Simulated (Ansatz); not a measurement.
WC

```
CELL_PARAMETERS angstrom
3.12561 0.00000 0.00000
-1.56281 2.70686 0.00000
0.00000 0.00000 5.99352
ATOMIC_POSITIONS crystal
W 0.33333 0.66667 0.02236
W 0.66667 0.33333 0.52236
C 0.33333 0.66667 0.35364
C 0.66667 0.33333 0.85364
```

Atoms are numbered in the order listed.

The structure comes from a relaxation in the same program, started in the wurtzite type, and has space group P6_3mc. Whether it is a known phase or the ground state wasn't checked.

No spin–orbit coupling, which matters for the heavy atoms here.

Levels of theory: DFT, PBE, all-electron LAPW, scalar-relativistic (Ansatz 0.2.0); DFT, PBE, PAW with Ansatz's default frozen-core files, scalar-relativistic (Ansatz 0.2.0).

For LAPW: a Γ-centred 12×12×7 k mesh, Fermi–Dirac smearing of 0.05 eV, basis error target 1 meV/atom, no spin polarisation. PAW takes a cutoff of 420 eV at this cell. The Ansatz runs share mesh, smearing and spin set-up. Values come from LAPW unless marked.

```json
{
 "Band gap": "none at this level of theory (metallic, semimetallic, or a small gap that the functional closes)",
 "Stress xx, yy, zz (compression positive)": "0.00, 0.00, -0.07 GPa",
 "Density of states at the Fermi level (0.2 eV bin)": "0.88 states/eV per cell",
 "Löwdin charges (with 0.19 e of the cell spilling out of the atomic basis, so their sizes and signs hang on that basis)": "W1 0.80, C3 -0.70 e",
 "Bader charges (from the PAW run)": "W1 +1.43, C3 -1.43 e",
 "Volume per atom": "12.68 Å³",
 "Pressure at this cell": "-0.03 GPa"
}
```
